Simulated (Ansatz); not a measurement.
# SnO2 (Cassiterite) (P4_2/mnm) in Ansatz: settings compared, part 2 of 2

Ansatz 0.2.0. Earlier steps stand in the parts before.

## (3) Band structure, PBE

input.yaml reads:

```yaml
crystal:
  lattice:
    - [4.738, 0.0, 0.0]
    - [0.0, 4.738, 0.0]
    - [0.0, 0.0, 3.1865]
  atoms:
    - { symbol: Sn, position: [0.5, 0.5, 0.5] }
    - { symbol: Sn, position: [0.0, 0.0, 0.0] }
    - { symbol: O, position: [0.8071, 0.1929, 0.5] }
    - { symbol: O, position: [0.6929, 0.6929, 0.0] }
    - { symbol: O, position: [0.1929, 0.8071, 0.5] }
    - { symbol: O, position: [0.3071, 0.3071, 0.0] }
hamiltonian:
  xc: pbe
  pseudopotentials: { kind: paw }
kpoints:
  mp_grid: { grid: [6, 6, 8] }
  band_path:
    path:
      - [[0.0, 0.0, 0.0], [0.0, 0.5, 0.0], [0.5, 0.5, 0.0], [0.0, 0.0, 0.0], [0.0, 0.0, 0.5], [0.0, 0.5, 0.5], [0.5, 0.5, 0.5], [0.0, 0.0, 0.5]]
      - [[0.0, 0.5, 0.0], [0.0, 0.5, 0.5]]
      - [[0.5, 0.5, 0.0], [0.5, 0.5, 0.5]]
    npoints: 14
scf:
  occupations: { method: fermi_dirac, width: 0.05 }
  n_extra_bands: 15
output:
  forces: true
  stress: true
  eigenvalues: true
  fatbands: false
```

Potentials or basis: Ansatz PAW.

On the command line:

```
$ ansatz run input.yaml --threads 2 --pin off --max-ram 5632MiB --backend cpu --events-out ev --progress --plain --runs-dir out
```

Standard output:

```text
Warning: RAYON_NUM_THREADS=2 ignored (pool sized by the plan → 2); use --threads N
scf.n_extra_bands = 15 over 26 filled bands (N_el = 52.0): the run solves 41 bands
Engine: ansatz 0.2.0, x86_64-unknown-linux-gnu
Pseudopotentials: kind: paw
Pseudopotential: Sn, paw, valence charge 14, recommended cutoff 420 eV (normal), Sn.paw.azcp
Pseudopotential: O, paw, valence charge 6, recommended cutoff 420 eV (normal), O.paw.azcp
Functional definition: PBE
  parameter kappa = 0.804
  parameter beta = 0.06672455060314922
  exchange = pbe_x(kappa = kappa, mu = beta*pi^2/3)
  correlation = pbe_c(beta = beta)
Crystal: 6 atoms, lattice volume = 71.533 Å³
Basis set: ecut = 420 eV, 1411 PW (Γ), exchange–correlation on 64×64×48 points (8 copies of the dense FFT grid, shifted against one another)
Bands: 41, of which v1, the nominal top of the filled ones, is band 26 counted from 1 (25 counted from 0)
Symmetry: 16 space group operations
Space group: P42/mnm (ITA 136), of the structure as read, at distance tolerance 4.2e-5 Å
k-points: 50 of 288
Non-local potential: Sn, projectors of the file, l = 0: 2, l = 1: 2, l = 2: 2, l = 3: 2
Non-local potential: O, projectors of the file, l = 0: 2, l = 1: 2, l = 2: 1
PAW form: soft (Blöchl's): semilocal exchange-correlation on the pseudo side does not see the compensation charge
PAW one-centre angular grid: Sn, 590 points (default); XC on 64 Gauss nodes
PAW one-centre angular grid: O, 110 points (default); XC on 64 Gauss nodes
Initial density: superposition of atomic densities (neutral atoms: chi_scale 0, normalization atom), corrected by the library's trained network
Initial wavefunctions: pseudopotential atomic-orbital guess
Functional: x = pbe(κ = 0.804, μ = 0.2195149727645171), c = pbe(β = 0.06672455060314922)
SCF iter   1: F=—  HF=-14317.837771 eV  |F-HF|=—  |Δ(HF+E_count)|=         —  Δρ=1.08e-3  dr2=2.45e-4  ethr=1.77e-3  ⟨swp⟩=5.6  Hψ=8937  notcnv=0  defer=185
preconditioner: auto → Resta (q_TF=auto, 2.587 Å⁻¹)  ε∞=2.8  [insulator: Δε(μ)=1.283 eV  Ē_g=23.570 eV  σ=0.050 eV  W_gap=1.00  n_scr=18 (ndim 8)  ℏωp=31.7 eV  f_vac=0.027  D(μ)=0.00/eV (n_scr^D=0)  ε∞_Penn≈2.8]
SCF iter   2: F=—  HF=-14317.839257 eV  |F-HF|=—  |Δ(HF+E_count)|=   1.49e-3  Δρ=5.80e-4  dr2=7.37e-5  ethr=4.71e-7  ⟨swp⟩=2.6  Hψ=3864  notcnv=0  defer=289
SCF iter   3: F=—  HF=-14317.839519 eV  |F-HF|=—  |Δ(HF+E_count)|=   2.62e-4  Δρ=1.80e-4  dr2=1.84e-5  ethr=1.42e-7  ⟨swp⟩=2.9  Hψ=2789  notcnv=0  defer=289
SCF iter   4: F=—  HF=-14317.839523 eV  |F-HF|=—  |Δ(HF+E_count)|=   3.61e-6  Δρ=4.05e-5  dr2=4.77e-7  ethr=3.54e-8  ⟨swp⟩=2.1  Hψ=2211  notcnv=0  defer=289
iter 5 did not close the SCF: its close was put off for the readings that it lacked (scf_convergence_deferred on its scf_iter line)
SCF iter   5: F=-14317.839524 eV  HF=-14317.839523 eV  |F-HF|=2.63e-7  |Δ(HF+E_count)|=   8.31e-7  Δρ=1.62e-5  dr2=8.20e-8  ethr=9.17e-10  ⟨swp⟩=2.0  Hψ=2721  notcnv=0  defer=289
SCF iter   6: F=-14317.839524 eV  HF=-14317.839524 eV  |F-HF|=7.79e-9  |Δ(HF+E_count)|=   2.78e-7  Δρ=2.83e-6  dr2=2.87e-9  ethr=1.58e-10  ⟨swp⟩=10.2  Hψ=11375  notcnv=0
SCF 1 converged in 6 iterations: F = -14317.839524 eV  dr2 = 2.87e-9
NSCF: frozen V_eff on 129 k-points
SCF converged after 6 iterations
Free energy (F): -14317.839524 eV
Harris-Foulkes:  -14317.839524 eV  (|F-HF|=7.79e-9)
Internal energy: -14317.839524 eV  (E = F + TS)
E sigma→0 (E₀):  -14317.839524 eV
Entropy (-TS):   -0.000000 eV (-0.000 meV/atom)
Fermi energy:    10.179024 eV
--- Per-component energies (eV) ---
  E_band       = -114.470532
  E_kinetic    = 1085.321633
  E_local      = -2860.960375  (includes V_loc(G=0)·N_el)
  E_nonlocal   = 134.899772
  E_hartree    = 1491.154709
  E_xc         = -1054.968938
  E_vxc        = -564.083444  (∫ρ·V_xc dr)
  E_paw        = -8930.444561  (= ΣΔE_a)
  E_vpaw       = -891.967727  (= ΣTr[D̂ρ^β])
  E_aug_tail   = 0.010016  (compensation charges beyond the density's cutoff)
  E_ewald      = -4182.851779
  E_smearing   = -0.000000  (= −TS)
  E_closure    = -0.000000  (closes the sum)
  Σ components = -14317.839524   (vs F -14317.839524, Δ=0.00e0)
--- Forces (eV/Å), atoms counted from 1 ---
  atom   1  Sn    -0.00000000     0.00000000    -0.00000000
  atom   2  Sn     0.00000000    -0.00000000     0.00000000
  atom   3  O     -0.19464873     0.19464873     0.00000000
  atom   4  O      0.19464873     0.19464873    -0.00000000
  atom   5  O      0.19464873    -0.19464873    -0.00000000
  atom   6  O     -0.19464873    -0.19464873     0.00000000
  max |Σ_I F_I| component: 1.11e-16 eV/Å
--- Stress (GPa, compression-positive) ---
       10.098284       0.000000       0.000000
        0.000000      10.098284       0.000000
        0.000000       0.000000      13.047072
  P = ⅓ Tr σ = 11.0812 GPa (110.812 kbar)
--- Band table (eV; the first three rows and the last of 50) ---
  k-point 0: bands = ["-11.5895", "-10.8191", "-10.5293", "-10.5093", "-10.5093", "-10.4208", "-10.3806", "-10.2919", "-10.2588", "-10.2588", "-9.4016", "-7.5708", "-7.5708", "-5.7674", "1.4371", "5.4764", "5.4764", "5.5679", "6.4252", "7.4828", "7.5964", "8.3043", "8.3043", "8.7527", "8.7527", "9.5266", "10.8087", "15.6950", "15.8965", "15.8965", "20.0294", "20.1738", "21.6490", "21.6490", "22.1662", "22.2325", "24.8462", "26.1574", "28.6383", "29.1879", "29.1879"]
  k-point 1: bands = ["-11.5132", "-10.7224", "-10.6649", "-10.6649", "-10.5009", "-10.4358", "-10.3742", "-10.2924", "-10.2798", "-10.2798", "-9.3241", "-7.3176", "-7.3176", "-5.8865", "1.4195", "5.4432", "5.6222", "5.6222", "6.4888", "6.5277", "7.4768", "7.7254", "7.7254", "8.7887", "8.7887", "9.3960", "11.7694", "16.0127", "16.5476", "16.5476", "19.0640", "21.1003", "21.5867", "21.5867", "21.9854", "22.1392", "24.6142", "25.1492", "27.0512", "27.0512", "29.6246"]
  k-point 2: bands = ["-11.3124", "-10.9798", "-10.9798", "-10.5634", "-10.4338", "-10.4248", "-10.3575", "-10.3198", "-10.3198", "-10.2950", "-9.0451", "-6.7639", "-6.7639", "-6.2611", "1.4312", "4.8854", "5.2824", "5.9674", "5.9674", "6.7062", "6.7062", "6.8261", "7.0099", "8.6885", "8.6885", "9.0265", "13.3846", "16.4831", "17.9792", "17.9792", "18.4278", "21.3245", "21.3586", "21.3586", "21.9217", "22.0913", "23.8106", "24.3250", "25.4780", "25.4780", "28.5090"]
  k-point 49: bands = ["-11.3459", "-11.3459", "-10.8380", "-10.8380", "-10.3743", "-10.3743", "-10.3097", "-10.3097", "-10.2614", "-10.2614", "-7.5206", "-7.5206", "-6.1175", "-6.1175", "1.5418", "1.5418", "4.5096", "4.5096", "7.0105", "7.0105", "7.0997", "7.0997", "8.5576", "8.5576", "8.6922", "8.6922", "14.4668", "14.4668", "18.4241", "18.4241", "20.5903", "20.5903", "20.7495", "20.7495", "22.7313", "22.7313", "24.8469", "24.8469", "25.3772", "25.3772", "27.3507"]
```

It took 2.7 s on 2 threads of AMD EPYC 9R45 (Zen 5), shared host; peak memory 0.49 GiB.

What came out:

```
Free energy             : -14317.8395 eV
Pressure                : 11.1 GPa
Largest force           : 0.275 eV/Å
Band gap on the k mesh  : 1.28 eV, direct
Band gap along the path : 1.28 eV, direct
```

Forces in eV/Å, atoms in the order of the input:
```
Sn   0.000  0.000  0.000
Sn   0.000  0.000  0.000
O   -0.195  0.195  0.000
O    0.195  0.195  0.000
O    0.195 -0.195  0.000
O   -0.195 -0.195  0.000
```

Levels at the corners of the path, in eV from the valence-band top:
```tsv
point	band 24	band 25	band 26	band 27	band 28	band 29
Γ	-0.77	-0.77	0.00	1.28	6.17	6.37
X	-1.18	-0.63	-0.63	4.45	4.45	7.11
M	-1.30	-0.90	-0.90	4.85	4.85	7.54
Γ	-0.77	-0.77	0.00	1.28	6.17	6.37
Z	-1.65	-1.26	-1.26	6.24	6.24	9.79
R	-1.10	-0.69	-0.69	6.52	6.52	8.09
A	-0.97	-0.83	-0.83	4.94	4.94	8.90
Z	-1.65	-1.26	-1.26	6.24	6.24	9.79
X	-1.18	-0.63	-0.63	4.45	4.45	7.11
R	-1.10	-0.69	-0.69	6.52	6.52	8.09
M	-1.30	-0.90	-0.90	4.85	4.85	7.54
A	-0.97	-0.83	-0.83	4.94	4.94	8.90
```

Caveat: the pressure holds a Pulay correction of +0.8 GPa for the finite cutoff; spin-orbit coupling is left out, which moves the levels of the heavy elements.

## (4) Band structure, PBEsol

Edit input.yaml of step 3 so:

```diff
@@ -13,3 +13,3 @@
 hamiltonian:
-  xc: pbe
+  xc: pbesol
   pseudopotentials: { kind: paw }
@@ -31 +31,5 @@
   fatbands: false
+  write_density: true
+  write_potential: true
+  elf: true
+  volumetric_format: npy
```

On the command line:

```
$ ansatz run input.yaml --threads 2 --pin off --max-ram 5632MiB --backend cpu --events-out ev --progress --plain --runs-dir out
```

It took 2.9 s on 2 threads of AMD EPYC 9R45 (Zen 5), shared host; peak memory 0.55 GiB.

It converged, with:

```
Free energy             : -14143.0433 eV
Pressure                : 4.7 GPa
Largest force           : 0.210 eV/Å
Band gap on the k mesh  : 1.18 eV, direct
Band gap along the path : 1.18 eV, direct
```

Forces in eV/Å, atoms in the order of the input:
```
Sn   0.000  0.000  0.000
Sn   0.000  0.000  0.000
O   -0.149  0.149  0.000
O    0.149  0.149  0.000
O    0.149 -0.149  0.000
O   -0.149 -0.149  0.000
```

Stress tensor (GPa, compression positive):
```
4.05 0.00 0.00
0.00 4.05 0.00
0.00 0.00 5.98
```

Levels at the corners of the path, in eV from the valence-band top:
```tsv
point	band 22	band 23	band 24	band 25	band 26	band 27	band 28	band 29	band 30	band 31
Γ	-1.24	-1.24	-0.79	-0.79	0.00	1.18	6.04	6.19	6.19	10.27
X	-1.98	-1.20	-1.20	-0.65	-0.65	4.36	4.36	6.94	6.94	10.84
M	-1.99	-1.32	-1.32	-0.91	-0.91	4.76	4.76	7.39	7.39	10.87
Γ	-1.24	-1.24	-0.79	-0.79	0.00	1.18	6.04	6.19	6.19	10.27
Z	-2.63	-1.69	-1.69	-1.28	-1.28	6.15	6.15	9.60	9.60	10.55
R	-1.76	-1.12	-1.12	-0.71	-0.71	6.43	6.43	7.92	7.92	10.92
A	-2.47	-0.99	-0.99	-0.84	-0.84	4.82	4.82	8.71	8.71	10.91
Z	-2.63	-1.69	-1.69	-1.28	-1.28	6.15	6.15	9.60	9.60	10.55
X	-1.98	-1.20	-1.20	-0.65	-0.65	4.36	4.36	6.94	6.94	10.84
R	-1.76	-1.12	-1.12	-0.71	-0.71	6.43	6.43	7.92	7.92	10.92
M	-1.99	-1.32	-1.32	-0.91	-0.91	4.76	4.76	7.39	7.39	10.87
A	-2.47	-0.99	-0.99	-0.84	-0.84	4.82	4.82	8.71	8.71	10.91
```

Caveat: the pressure holds a Pulay correction of +0.9 GPa for the finite cutoff; spin-orbit coupling is left out, which moves the levels of the heavy elements; the PAW data sets come from PBE, with cores solved anew for the run's functional, which leaves a small shift of forces and pressure. As with any semilocal functional, this PBEsol gap is likely too small.

## (5) Band structure, RPBE

Edit input.yaml of step 4 so:

```diff
@@ -13,3 +13,3 @@
 hamiltonian:
-  xc: pbesol
+  xc: rpbe
   pseudopotentials: { kind: paw }
@@ -31,5 +31 @@
   fatbands: false
-  write_density: true
-  write_potential: true
-  elf: true
-  volumetric_format: npy
```

On the command line:

```
$ ansatz run input.yaml --threads 2 --pin off --max-ram 5632MiB --backend cpu --events-out ev --progress --plain --runs-dir out
```

Run time: 2.8 s. Hardware: 2 threads of AMD EPYC 9R45 (Zen 5), shared host; peak memory 0.49 GiB.

The run converged. Its results:

- Free energy: -14341.7318 eV
- Pressure: 15.4 GPa
- Largest force: 0.307 eV/Å
- Band gap on the k mesh: 1.37 eV, direct
- Band gap along the path: 1.37 eV, direct

Forces in eV/Å, atoms in the order of the input:
```
Sn   0.000  0.000  0.000
Sn   0.000  0.000  0.000
O   -0.217  0.217  0.000
O    0.217  0.217  0.000
O    0.217 -0.217  0.000
O   -0.217 -0.217  0.000
```

Stress tensor (GPa, compression positive):
```
14.29  0.00  0.00
 0.00 14.29  0.00
 0.00  0.00 17.48
```

Levels at the corners of the path, in eV from the valence-band top:
```
point  band 24  band 25  band 26  band 27  band 28  band 29
    Γ    -0.77    -0.77     0.00     1.37     6.29     6.51
    X    -1.17    -0.63    -0.63     4.54     4.54     7.26
    M    -1.29    -0.89    -0.89     4.94     4.94     7.68
    Γ    -0.77    -0.77     0.00     1.37     6.29     6.51
    Z    -1.62    -1.25    -1.25     6.33     6.33     9.96
    R    -1.09    -0.68    -0.68     6.61     6.61     8.22
    A    -0.96    -0.83    -0.83     5.03     5.03     9.08
    Z    -1.62    -1.25    -1.25     6.33     6.33     9.96
    X    -1.17    -0.63    -0.63     4.54     4.54     7.26
    R    -1.09    -0.68    -0.68     6.61     6.61     8.22
    M    -1.29    -0.89    -0.89     4.94     4.94     7.68
    A    -0.96    -0.83    -0.83     5.03     5.03     9.08
```

Caveat: the pressure holds a Pulay correction of +0.8 GPa for the finite cutoff; spin-orbit coupling is left out, which moves the levels of the heavy elements; the PAW data sets come from PBE, with cores solved anew for the run's functional, which leaves a small shift of forces and pressure.

## (6) Band structure, revPBE

Edit input.yaml of step 5 so:

```diff
@@ -13,3 +13,3 @@
 hamiltonian:
-  xc: rpbe
+  xc: revpbe
   pseudopotentials: { kind: paw }
@@ -30,2 +30,6 @@
   eigenvalues: true
-  fatbands: false
+  fatbands: true
+  write_density: true
+  write_potential: true
+  elf: true
+  volumetric_format: npy
```

Potentials or basis: Ansatz PAW.

On the command line:

```
$ ansatz run input.yaml --threads 2 --pin off --max-ram 5632MiB --backend cpu --events-out ev --progress --plain --runs-dir out
```

Wall time 3.8 s (2 threads of AMD EPYC 9R45 (Zen 5), shared host); peak memory 0.56 GiB.

Results (log left out):

| Property | Result |
| --- | --- |
| Free energy | -14334.9010 eV |
| Pressure | 14.2 GPa |
| Largest force | 0.298 eV/Å |
| Band gap on the k mesh | 1.35 eV, direct |
| Band gap along the path | 1.35 eV, direct |

Forces on the atoms (eV/Å):
```
Sn   0.000  0.000  0.000
Sn   0.000  0.000  0.000
O   -0.211  0.211  0.000
O    0.211  0.211  0.000
O    0.211 -0.211  0.000
O   -0.211 -0.211  0.000
```

Stress tensor (GPa, compression positive):
```
13.17  0.00  0.00
 0.00 13.17  0.00
 0.00  0.00 16.27
```

Levels at the corners of the path, in eV from the valence-band top:
```
point  band 24  band 25  band 26  band 27  band 28  band 29
    Γ    -0.77    -0.77     0.00     1.35     6.25     6.47
    X    -1.17    -0.63    -0.63     4.52     4.52     7.22
    M    -1.29    -0.90    -0.90     4.92     4.92     7.64
    Γ    -0.77    -0.77     0.00     1.35     6.25     6.47
    Z    -1.63    -1.25    -1.25     6.31     6.31     9.91
    R    -1.09    -0.68    -0.68     6.59     6.59     8.18
    A    -0.96    -0.83    -0.83     5.01     5.01     9.04
    Z    -1.63    -1.25    -1.25     6.31     6.31     9.91
    X    -1.17    -0.63    -0.63     4.52     4.52     7.22
    R    -1.09    -0.68    -0.68     6.59     6.59     8.18
    M    -1.29    -0.90    -0.90     4.92     4.92     7.64
    A    -0.96    -0.83    -0.83     5.01     5.01     9.04
```

Caveat: the pressure holds a Pulay correction of +0.8 GPa for the finite cutoff; spin-orbit coupling is left out, which moves the levels of the heavy elements; the PAW data sets come from PBE, with cores solved anew for the run's functional, which leaves a small shift of forces and pressure.

## (7) Summary

```csv
level,gap on the mesh (eV),pressure (GPa),largest force (eV/Å)
LDA,1.13,-0.7,0.15
PBE,1.28,11.1,0.28
PBEsol,1.18,4.7,0.21
RPBE,1.37,15.4,0.31
revPBE,1.35,14.2,0.30
```

Alike in all rows: task band structure; potentials or basis Ansatz PAW; no spin polarisation; cell as given; k mesh 6 × 6 × 8; cutoff (eV) 420; smearing fermi-dirac 0.05 eV.

On the cell as given the gap runs from 1.13 eV (LDA) to 1.37 eV (RPBE). The pressure there spans -0.7 GPa (LDA) to 15.4 GPa (RPBE); a positive pressure means that this level wants a larger cell, a negative one a smaller.

Caveats: spin-orbit coupling is left out, which moves the levels of the heavy elements; the PAW data sets come from PBE, with cores solved anew for the run's functional, which leaves a small shift of forces and pressure (some runs).

Total energies depend on the potentials used, so only differences within one code and one set of settings carry meaning.
